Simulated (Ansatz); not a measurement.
Is this Be₃S₂ stable against decomposition?

Level of theory: DFT PBE, scalar-relativistic, plane waves, PAW in Ansatz 0.2.0. Settings: cutoff 420 eV, Γ-centred meshes spaced at most about 0.3 Å⁻¹, and about 0.25 Å⁻¹ or finer for metals (2π included), Gaussian smearing. No spin polarisation.

The zero of energy is the elements' standard structures at the same level; no fitted shifts are applied.

Temperature and zero-point effects are left out. The reference form of S is held partly by dispersion forces, which this level lacks.

The competitors are the elements and 1 reference phase of this chemical system (from databases or known types: BeS), relaxed at the same level; other known phases may be missing.

The candidate was reached from: 4-connected net, two elements spread over the vertices, changed on relaxing.

Space group Imm2 (No. 44). a = 3.377 Å, b = 7.747 Å, c = 6.144 Å, α = 90.00°, β = 90.00°, γ = 90.00°
```json
{"atom": "Be", "site": "2b", "symmetry": "mm2", "x": "0.0000", "y": "0.5000", "z": "0.0305"}
{"atom": "Be", "site": "4d", "symmetry": "m..", "x": "0.5000", "y": "0.3380", "z": "0.9084"}
{"atom": "S", "site": "4d", "symmetry": "m..", "x": "0.0000", "y": "0.7545", "z": "0.0761"}
```

Q: Into what would it decompose?

A: Its formation energy is -0.482 eV/atom. The lowest competing mixture at this composition is this:

| phase | space group | source | share of atoms | ΔE_f (eV/atom) |
| --- | --- | --- | --- | --- |
| Be | - | element | 0.2000 | 0.000 |
| BeS | F-43m (No. 216) | COD | 0.8000 | -1.070 |

The mixture lies at -0.856 eV/atom, and the candidate lies 0.37 eV/atom above it. The candidate matches no cell in the subsets of the Crystallography Open Database and the Materials Project at hand. The margin is far too high for a likely synthesis.
